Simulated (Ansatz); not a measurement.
Sb:

```xyz
1
Lattice="0.0000 2.3712 2.3712 2.3712 0.0000 2.3712 2.3712 2.3712 0.0000" Properties=species:S:1:pos:R:3 pbc="T T T"
Sb    0.0000    0.0000    0.0000
```

This isn't the form of Sb at room conditions, which is rhombohedral.

Program: Ansatz 0.2.0. Alike in all runs: task projected density of states; potentials or basis Ansatz PAW; no spin polarisation; cell as given; k mesh 6 × 6 × 6; smearing fermi-dirac 0.05 eV; the mesh is coarse, so values aren't converged.

Order these runs on this cell by their pressure, lowest first.
A. level PBE0; cutoff (eV) 420
B. level LDA; cutoff (eV) 420
C. level r2SCAN; cutoff (eV) 500

B (-2.3 GPa), A (-0.6 GPa), C (1.3 GPa).

Caveats: all runs use coarse meshes; the PAW data sets come from PBE, with cores solved anew for the run's functional, which leaves a small shift of forces and pressure; the thresholds are loose for stress (some runs).
